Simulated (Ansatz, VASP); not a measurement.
# TiSi (CsCl type (invented)) in two plane-wave programs

One calculation is typed for both programs; each brings its own data sets. How far apart do they land? The cell is generated by rule, not measured, and may not be a known phase. Of the first pair: The two relaxations start from unlike cells of this crystal (the structure described is Ansatz's start), so only their ends are compared.

Method: plane waves, with VASP 6.6.1 beside it; relaxation of cell and atoms at PBE, in Ansatz 0.2.0.

## 1. The starting structure

Symmetry: Pm-3m, No. 221, cubic system. Conventional cell: a = 3.280 Å, b = 3.280 Å, c = 3.280 Å, α = 90.00°, β = 90.00°, γ = 90.00°. Nearest to Ti lie 8 Si at 2.84 Å. Nearest to Si lie 8 Ti at 2.84 Å. Farther neighbours are not listed.

As a file:

```cif
data_structure
_symmetry_space_group_name_H-M 'P 1'
_symmetry_Int_Tables_number 1
_cell_length_a 3.2796
_cell_length_b 3.2796
_cell_length_c 3.2796
_cell_angle_alpha 90.000
_cell_angle_beta 90.000
_cell_angle_gamma 90.000
_cell_volume 35.28
loop_
_atom_site_label
_atom_site_type_symbol
_atom_site_fract_x
_atom_site_fract_y
_atom_site_fract_z
_atom_site_occupancy
Ti1 Ti 0.00000 0.00000 0.00000 1
Si2 Si 0.50000 0.50000 0.50000 1
```

## 2. Ansatz: relaxation of cell and atoms, PBE, pair 1

Ansatz runs on its default PAW (the set named soft_2) files.

The relaxed volume is the usual yardstick between codes: in a stiff, nearly cubic crystal its relative difference is about their pressure difference at one cell divided by the bulk modulus.

Input file input.yaml:

```yaml
crystal:
  lattice:
    - [3.27964, 0.0, 0.0]
    - [0.0, 3.27964, 0.0]
    - [0.0, 0.0, 3.27964]
  atoms:
    - { symbol: Ti, position: [0.0, 0.0, 0.0] }
    - { symbol: Si, position: [0.5, 0.5, 0.5] }
kpoints:
  mp_grid: { grid: [6, 6, 6] }
hamiltonian:
  xc: pbe
scf:
  occupations: { method: gaussian, width: 0.1 }
output:
  forces: true
  stress: true
  eigenvalues: true
relax:
  adjacent_minimum: "off"
  f_tol: 0.05
  max_steps: 80
  cell: { stress_tol: 0.5 }
```

Run with:

```sh
$ ansatz run input.yaml --threads 2 --pin off --max-ram 5120MiB --backend cpu --events-out ev --progress --plain --runs-dir out
```

Numbers of over 12 decimals in the logs are rounded to 6 here.

Log:

```text
The last accepted step is kept in <dir> (removed where the run ends without a failure and the disk answers)
Engine: ansatz 0.2.0, aarch64-unknown-linux-gnu
Pseudopotentials: kind: paw
Pseudopotential: Ti, paw, valence charge 12, recommended cutoff 420 eV (normal), Ti.paw.azcp
Pseudopotential: Si, paw, valence charge 4, recommended cutoff 420 eV (normal), Si.paw.azcp
Functional definition: PBE
  parameter kappa = 0.804
  parameter beta = 0.066725
  exchange = pbe_x(kappa = kappa, mu = beta*pi^2/3)
  correlation = pbe_c(beta = beta)
Crystal: 2 atoms, lattice volume = 35.276 Å³
Basis set: ecut = 420 eV, 739 PW (Γ), exchange–correlation on 48×48×48 points (8 copies of the dense FFT grid, shifted against one another)
Bands: 12, of which v1, the nominal top of the filled ones, is band 8 counted from 1 (7 counted from 0)
Symmetry: 48 space group operations
Space group: Pm-3m (ITA 221), of the structure as read, at distance tolerance 3.3e-5 Å
k-points: 20 of 216
Non-local potential: Ti, projectors of the file, l = 0: 3, l = 1: 2, l = 2: 3, l = 3: 1
Non-local potential: Si, projectors of the file, l = 0: 2, l = 1: 2, l = 2: 2
PAW form: soft (Blöchl's): semilocal exchange-correlation on the pseudo side does not see the compensation charge
PAW one-centre angular grid: Ti, 590 points (default); XC on 64 Gauss nodes
PAW one-centre angular grid: Si, 110 points (default); XC on 64 Gauss nodes
Initial density: superposition of atomic densities (neutral atoms: chi_scale 0, normalization atom), corrected by the library's trained network
Initial wavefunctions: pseudopotential atomic-orbital guess
Functional: x = pbe(κ = 0.804, μ = 0.219515), c = pbe(β = 0.066725)
SCF iter   1: F=—  HF=-3135.802257 eV  |F-HF|=—  |Δ(HF+E_count)|=         —  Δρ=2.26e-3  dr2=2.43e-3  ethr=1.77e-3  ⟨swp⟩=5.0  Hψ=1278  notcnv=0
preconditioner: auto → none  [metal: Δε(μ)=0.070 eV  Ē_g=5.150 eV  σ=0.100 eV  W_gap=0.38  n_scr=6 (ndim 8)  ℏωp=17.7 eV  f_vac=0.000  D(μ)=3.53/eV (n_scr^D=32)  sad-step TF]
SCF iter   2: F=—  HF=-3135.802335 eV  |F-HF|=—  |Δ(HF+E_count)|=   7.84e-5  Δρ=1.52e-3  dr2=1.27e-3  ethr=1.52e-5  ⟨swp⟩=1.3  Hψ=407  notcnv=0
SCF iter   3: F=—  HF=-3135.802296 eV  |F-HF|=—  |Δ(HF+E_count)|=   3.91e-5  Δρ=1.73e-4  dr2=2.90e-6  ethr=7.94e-6  ⟨swp⟩=2.1  Hψ=286  notcnv=0
SCF iter   4: F=—  HF=-3135.802272 eV  |F-HF|=—  |Δ(HF+E_count)|=   2.44e-5  Δρ=3.17e-5  dr2=2.64e-7  ethr=1.81e-8  ⟨swp⟩=2.9  Hψ=419  notcnv=0
iter 5 did not close the SCF: its close was put off for the readings that it lacked (scf_convergence_deferred on its scf_iter line)
SCF iter   5: F=-3135.802272 eV  HF=-3135.802272 eV  |F-HF|=9.32e-9  |Δ(HF+E_count)|=   1.24e-7  Δρ=8.80e-6  dr2=1.78e-8  ethr=1.65e-9  ⟨swp⟩=2.1  Hψ=391  notcnv=0
SCF iter   6: F=-3135.802272 eV  HF=-3135.802272 eV  |F-HF|=1.60e-9  |Δ(HF+E_count)|=   1.15e-9  Δρ=1.78e-6  dr2=1.87e-9  ethr=1.11e-10  ⟨swp⟩=2.4  Hψ=782  notcnv=0
SCF 1 converged in 6 iterations: F = -3135.802272 eV  dr2 = 1.87e-9
  greatest PAW one-centre occupation: 0.999 electrons in one spin orbital (limit 2), on the Ti atom at site 0 (counted from 0), in its partial waves of l = 0
relax step   1: F+E_penalty+E_count = -3135.80227155 eV  Δ(F+E_penalty+E_count) = +0.000e0 eV  max|allowed force component| = 7.428e-30 eV/Å  Δτ_max = 0.0000 Å  P = -14.240 GPa  Ω = 35.276 Å³  (6 SCF iters, dr2 threshold 1.00e-7 eV, accepted)
[...]
relax step   2: F+E_penalty+E_count = -3136.05442017 eV  Δ(F+E_penalty+E_count) = -2.521e-1 eV  max|allowed force component| = 8.217e-32 eV/Å  Δτ_max = 0.0000 Å  P = -0.223 GPa  Ω = 30.364 Å³  energy of the carried Pulay correction = +6.432e-4 eV  (6 SCF iters, dr2 threshold 2.00e-7 eV, accepted)
[...]
relax step   3: F+E_penalty+E_count = -3136.05376452 eV  Δ(F+E_penalty+E_count) = +6.556e-4 eV  max|allowed force component| = 5.752e-32 eV/Å  Δτ_max = 0.0000 Å  P = -0.219 GPa  Ω = 30.364 Å³  stress off target by 2.19e-1 GPa  SCF on the basis re-selected at this cell (its energy is not comparable with the rows above)  (6 SCF iters)
basis re-selected at this cell: Δ(F+E_penalty+E_count) = +6.556e-4 eV, ΔP = +0.005 GPa vs the last step (what re-selecting the basis moved, of the pressure what is left beyond the Pulay correction that the steps carried, after the strain that the cell walked since its last selection, with what the two solves' SCF thresholds leave and, on support functions, any second-order correction that the steps lacked; it is no m [...]
SCF converged after 6 iterations
Free energy (F): -3136.053765 eV
Harris-Foulkes:  -3136.053765 eV  (|F-HF|=4.55e-13)
Internal energy: -3136.042185 eV  (E = F + TS)
E sigma→0 (E₀):  -3136.047975 eV
Entropy (-TS):   -0.011579 eV (-5.790 meV/atom)
Fermi energy:    12.728503 eV
--- Per-component energies (eV) ---
  E_band       = -137.358372
  E_kinetic    = 314.978480
  E_local      = -948.550309  (includes V_loc(G=0)·N_el)
  E_nonlocal   = 34.368071
  E_hartree    = 403.084882
  E_xc         = -154.083529
  E_vxc        = -170.614752  (∫ρ·V_xc dr)
  E_paw        = -1560.497659  (= ΣΔE_a)
  E_vpaw       = -173.709749  (= ΣTr[D̂ρ^β])
  E_aug_tail   = 0.000125  (compensation charges beyond the density's cutoff)
  E_ewald      = -1225.342245
  E_smearing   = -0.011579  (= −TS)
  E_closure    = 0.000000  (closes the sum)
  Σ components = -3136.053765   (vs F -3136.053765, Δ=0.00e0)
--- Forces (eV/Å), atoms counted from 1 ---
  atom   1  Ti     0.00000000    -0.00000000    -0.00000000
  atom   2  Si     0.00000000     0.00000000    -0.00000000
  max |Σ_I F_I| component: 1.15e-31 eV/Å
--- Stress (GPa, compression-positive) ---
       -0.218504       0.000000       0.000000
        0.000000      -0.218504       0.000000
        0.000000       0.000000      -0.218504
  P = ⅓ Tr σ = -0.2185 GPa (-2.185 kbar)
--- Band table (eV; the first three rows and the last of 20) ---
  k-point 0: bands = [... 4 lower, 1.5361, 11.2206, 11.2206, 14.7297, 14.7297, 14.7297, 15.2299, 15.2299]
  k-point 1: bands = [... 4 lower, 1.9664, 10.4718, 11.4378, 13.6076, 13.6076, 14.6986, 14.7917, 16.6558]
  k-point 2: bands = [... 4 lower, 3.1598, 8.2522, 11.9465, 12.7101, 12.7101, 14.9198, 15.2478, 18.5397]
  k-point 19: bands = [... 4 lower, 8.5560, 8.5560, 8.5560, 9.2096, 15.6765, 15.6765, 15.6765, 15.8424]
--- Relaxed structure (2 steps of the walk, 2 accepted, 1 SCFs on fresh bases) ---
  F+E_penalty+E_count = -3136.05376452 eV   max|allowed force component| = 5.752e-32 eV/Å   (the final SCF, on the basis selected at the relaxed cell)
  cell:  # Å, volume = 30.3642 Å³
    - [3.119758, 0, 0]
    - [0, 3.119758, 0]
    - [0, 0, 3.119758]
  atoms:
    - { symbol: Ti, position: [0, 0, 0] }
    - { symbol: Si, position: [0.5, 0.5, 0.5] }
```

## 3. VASP: relaxation of cell and atoms, PBE, pair 1

Its own start cell and the same functional, mesh and smearing now go to VASP, with its own data sets.

Lines of VASP's logs that name or quote its potential files are left out, and so is its time.

Input file INCAR:

```
SYSTEM = TiSi
PREC = Accurate
ENCUT = 500
EDIFF = 1E-07
NELM = 120
ISMEAR = 0
SIGMA = 0.1
LREAL = .FALSE.
ALGO = Normal
GGA = PE
NBANDS = 14
LASPH = .TRUE.
LORBIT = 11
LWAVE = .FALSE.
LCHARG = .FALSE.
ISIF = 3
IBRION = 2
NSW = 80
EDIFFG = -0.005
GGA_COMPAT = .FALSE.
NELMIN = 4
```

Input file POSCAR:

```
TiSi
1.0
    3.1179996895      0.0000000000      0.0000000000
    0.0000000000      3.1179996895      0.0000000000
    0.0000000000      0.0000000000      3.1179996895
Ti Si
1 1
Direct
    0.0000000000      0.0000000000      0.0000000000
    0.5000000000      0.5000000000      0.5000000000
```

Input file KPOINTS:

```
Automatic mesh
0
Gamma
6 6 6
0 0 0
```

The projector-augmented-wave data sets are Ti_sv and Si (PBE family, release 64).

Run with:

```sh
$ mpirun -np 1 vasp_std
```

Log:

```text
[banner, memory and clock lines left out]
running    1 mpi-ranks, on    1 nodes
 distrk:  each k-point on    1 cores,    1 groups
 distr:  one band on    1 cores,    1 groups

 POSCAR found type information on POSCAR TiSi
 POSCAR found :  2 types and       2 ions
 LDA part: xc-table for (Slater+PW92), standard interpolation
 POSCAR, INCAR and KPOINTS ok, starting setup
 FFT: planning ... GRIDC
 FFT: planning ... GRID_SOFT
 FFT: planning ... GRID
 WAVECAR not read
 entering main loop
       N       E                     dE             d eps       ncg     rms          rms(c)
DAV:   1     0.109274999413E+03    0.10927E+03   -0.78776E+03   566   0.121E+03
DAV:   2    -0.932076110899E+01   -0.11860E+03   -0.11415E+03   596   0.321E+02
DAV:   3    -0.155902976009E+02   -0.62695E+01   -0.59886E+01   850   0.691E+01
DAV:   4    -0.157573981153E+02   -0.16710E+00   -0.16694E+00   626   0.104E+01
DAV:   5    -0.157651813001E+02   -0.77832E-02   -0.77828E-02   872   0.195E+00    0.110E+01
DAV:   6    -0.141625151259E+02    0.16027E+01   -0.79209E+00   686   0.365E+01    0.472E+00
DAV:   7    -0.138476160447E+02    0.31490E+00   -0.11939E+00   632   0.145E+01    0.267E+00
DAV:   8    -0.138638876506E+02   -0.16272E-01   -0.24930E-01   646   0.628E+00    0.178E+00
DAV:   9    -0.138321779408E+02    0.31710E-01   -0.66525E-02   636   0.375E+00    0.363E-01
DAV:  10    -0.138325329682E+02   -0.35503E-03   -0.34043E-03   712   0.590E-01    0.107E-01
DAV:  11    -0.138325623157E+02   -0.29347E-04   -0.31534E-04   676   0.234E-01    0.667E-02
DAV:  12    -0.138325566312E+02    0.56845E-05   -0.43093E-05   708   0.890E-02    0.763E-03
DAV:  13    -0.138325564502E+02    0.18100E-06   -0.17293E-06   664   0.124E-02    0.133E-03
DAV:  14    -0.138325562523E+02    0.19789E-06   -0.13467E-07   556   0.412E-03    0.112E-03
DAV:  15    -0.138325562302E+02    0.22105E-07   -0.19901E-08   334   0.161E-03
   1 F= -.13832556E+02 E0= -.13826772E+02  d E =-.138326E+02
 curvature:   0.00 expect dE= 0.000E+00 dE for cont linesearch  0.000E+00
 trial: gam= 0.00000 g(F)=  0.000E+00 g(S)=  0.126E-04 ort = 0.000E+00 (trialstep = 0.100E+01)
 search vector abs. value=  0.126E-04
 bond charge predicted
       N       E                     dE             d eps       ncg     rms          rms(c)
DAV:   1    -0.138327519687E+02   -0.19572E-03   -0.35002E-03   662   0.803E-01    0.125E-01
DAV:   2    -0.138325854731E+02    0.16650E-03   -0.83756E-04   634   0.409E-01    0.338E-02
DAV:   3    -0.138325527907E+02    0.32682E-04   -0.88253E-05   670   0.115E-01    0.114E-02
DAV:   4    -0.138325536586E+02   -0.86792E-06   -0.26043E-05   716   0.368E-02    0.701E-03
DAV:   5    -0.138325575968E+02   -0.39382E-05   -0.39533E-06   704   0.136E-02    0.156E-03
DAV:   6    -0.138325583006E+02   -0.70384E-06   -0.20522E-06   714   0.583E-03    0.217E-03
DAV:   7    -0.138325585575E+02   -0.25691E-06   -0.14807E-07   596   0.377E-03    0.419E-04
DAV:   8    -0.138325585031E+02    0.54480E-07   -0.70294E-09   316   0.908E-04
   2 F= -.13832559E+02 E0= -.13826788E+02  d E =-.227282E-05
 trial-energy change:   -0.000002  1 .order   -0.000002   -0.000013    0.000009
 step:   0.6153(harm=  0.5746)  dis= 0.00000  next Energy=   -13.832560 (dE=-0.404E-05)
 reached required accuracy - stopping structural energy minimisation
```

Parts of OUTCAR (step 3):

```text
ion  position               nearest neighbor table
   1  0.000  0.000  0.000-   2 2.70   2 2.70   2 2.70   2 2.70   2 2.70   2 2.70   2 2.70   2 2.70

  LATTYP: Found a simple cubic cell.
 ALAT       =     3.1179996895

 Subroutine GETGRP returns: Found 48 space group operations
 (whereof 48 operations were pure point group operations)

The static configuration has the point symmetry O_h .

 Found     20 irreducible k-points:

   k-points           NKPTS =     20   k-points in BZ     NKDIM =     20   number of bands    NBANDS=     14

   dimension x,y,z NGX =    24 NGY =   24 NGZ =   24
   dimension x,y,z NGXF=    48 NGYF=   48 NGZF=   48

   ENCUT  =  500.0 eV  36.75 Ry    6.06 a.u.   5.68  5.68  5.68*2*pi/ulx,y,z

   NELECT =      16.0000    total number of electrons

 k-points in reciprocal lattice and weights: Automatic mesh
   0.00000000  0.00000000  0.00000000       0.005
   0.16666667  0.00000000  0.00000000       0.028
   0.33333333  0.00000000  0.00000000       0.028
   0.50000000  0.00000000  0.00000000       0.014
   0.16666667  0.16666667  0.00000000       0.056
   0.33333333  0.16666667  0.00000000       0.111
   0.50000000  0.16666667  0.00000000       0.056
   0.33333333  0.33333333  0.00000000       0.056
   0.50000000  0.33333333  0.00000000       0.056
[...]
0.50000000  0.50000000  0.33333333       0.028
   0.50000000  0.50000000  0.50000000       0.005

 average (electrostatic) potential at core
       1 -71.0974       2 -79.6651

 E-fermi :   9.6310

 k-point     1 :       0.0000    0.0000    0.0000
  band No.  band energies     occupation
    ...
      3     -23.2750      2.00000
      4     -23.2750      2.00000
      5      -1.5744      2.00000
      6       8.1179      2.00000
      7       8.1179      2.00000
      8      11.6324      0.00000
      9      11.6324      0.00000
     10      11.6324      0.00000
     11      12.1434      0.00000
     12      12.1434      0.00000
    ...

 k-point     2 :       0.1667    0.0000    0.0000
  band No.  band energies     occupation
    ...
      3     -23.2701      2.00000
      4     -23.2701      2.00000
      5      -1.1436      2.00000
      6       7.3698      2.00000
      7       8.3357      2.00000
      8      10.5121      0.00000
      9      10.5121      0.00000
     10      11.6072      0.00000
     11      11.6947      0.00000
     12      13.5681      0.00000
    ...

 k-point     3 :       0.3333    0.0000    0.0000
  band No.  band energies     occupation
    ...
      5       0.0518      2.00000
      6       5.1475      2.00000
      7       8.8463      2.00000
      8       9.6131      1.19898
      9       9.6131      1.19897
     10      11.8233      0.00000
     11      12.1533      0.00000
     12      15.4559      0.00000
     13      15.4559      0.00000
     14      16.4118      0.00000

  Total        0.0097868      0.0097868      0.0097868     -0.0000000      0.0000000     -0.0000000
  in kB        0.5177737      0.5177737      0.5177737     -0.0000000      0.0000000     -0.0000000
  external PRESSURE =       0.5177737 kB  Pullay stress =       0.0000000 kB

  energy-cutoff  :      500.00
  volume of cell :       30.28
      direct lattice vectors                 reciprocal lattice vectors
     3.117005382 -0.000000000  0.000000000     0.320820749  0.000000000  0.000000000
    -0.000000000  3.117005382  0.000000000     0.000000000  0.320820749 -0.000000000
    -0.000000000  0.000000000  3.117005382    -0.000000000 -0.000000000  0.320820749

 POSITION                                       TOTAL-FORCE (eV/Angst)
 -----------------------------------------------------------------------------------
      0.00000      0.00000      0.00000         0.000000      0.000000      0.000000
      1.55850      1.55850      1.55850        -0.000000     -0.000000      0.000000
 -----------------------------------------------------------------------------------
    total drift:                               -0.000000      0.000000      0.000000

  FREE ENERGIE OF THE ION-ELECTRON SYSTEM (eV)
  ---------------------------------------------------
  free  energy   TOTEN  =       -13.8325585031 eV

  energy  without entropy=      -13.8210176865  energy(sigma->0) =      -13.82678809

 reached required accuracy - stopping structural energy minimisation

 total charge
# of ion       s       p       d       tot
------------------------------------------
    1        2.193   6.117   1.994  10.304
    2        0.796   0.849   0.000   1.645
--------------------------------------------------
tot          2.989   6.966   1.994  11.949

[... 3 further parts left out ...]
```

CONTCAR:

```
TiSi
   1.00000000000000
     3.1170053815110959   -0.0000000000000000    0.0000000000000000
    -0.0000000000000000    3.1170053815110959    0.0000000000000000
    -0.0000000000000000    0.0000000000000000    3.1170053815110959
  Ti              Si
     1     1
Direct
     0.0000000000000000    0.0000000000000000    0.0000000000000000
     0.5000000000000000    0.5000000000000000    0.5000000000000000
```

## 4. Side by side

Known differences besides the potentials themselves: the cutoff is 420 eV in Ansatz and 500 eV in VASP; Ansatz adds a Pulay correction to the stress that steers its cell, VASP none. Total energies have different zeros and are not compared.

Both answers:

```
                                         quantity  Ansatz   VASP  difference
                                      volume (Å³)   30.36  30.28     +0.27 %
edge a after relaxation, in the typed setting (Å)   3.120  3.117     +0.09 %
```

(Part 1 of 2 ends here.)

[Lines on the potential files, build, host, timing and source positions are cut from VASP's logs without a mark.]

[Logs are printed without paths, hosts, clocks, repeated set-up lines and the standing remarks that a program may print on its own settings, such as how far it seeks lower states.]

[Hosts, paths, dates, database ids (printed as entryN), source tags and the programs' standing remarks are cut or masked in the printed files.]
